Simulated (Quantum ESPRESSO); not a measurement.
**LiF (Griceite) under changes of volume**

One of the cells (8.169 Å³/atom); the others are scaled copies at fixed shape and fractional positions:

```
CELL_PARAMETERS angstrom
0.00000 2.01400 2.01400
2.01400 0.00000 2.01400
2.01400 2.01400 0.00000
ATOMIC_POSITIONS crystal
F 0.50000 0.50000 0.50000
Li 0.00000 0.00000 0.00000
```

| Quantity | Value |
| --- | --- |
| Program | Quantum ESPRESSO 7.5 |
| Functional | LDA |
| Potentials or basis | GBRV 1.5 LDA |
| Cutoff | 612 eV |
| Density cutoff | 4898 eV |
| k mesh | 11 × 11 × 11 |
| Occupations | fermi-dirac, width 0.05 eV |
| Spin | no spin polarisation |

```tsv
volume (Å³/atom)	energy over the lowest point (meV/atom)	pressure (GPa)	gap on the mesh (eV)
7.679	0.00	-2.1	9.39
7.842	2.97	-3.7	9.19
8.006	7.39	-5.1	8.99
8.169	13.18	-6.3	8.81
8.333	20.17	-7.4	8.64
8.496	28.24	-8.4	8.47
8.659	?	?	?
```

Task: What does the run at 8.659 Å³/atom give?

Result: Energy over the lowest point 37.22 meV/atom; pressure -9.3 GPa; gap on the mesh 8.31 eV.

Worked out: A Birch-Murnaghan fit of order 3 (a polynomial in V^(-2/3)) to the other rows has its minimum at 7.47 Å³/atom, just outside them, with B0 = V·E''(V) = 82 GPa and B' = 3.4. It gives 37.30 meV/atom at 8.659 Å³/atom, against the run's 37.22, and -dE/dV = -9.4 GPa, against -9.3. A straight line through the other rows of the gap, of slope -9.09 eV per unit of ln V (its deformation potential), extrapolates to 8.29 eV, against the run's 8.31.

Energies are extrapolated to zero smearing.

Caveats: an odd mesh through Γ misses points on the zone boundary, where band edges often lie.
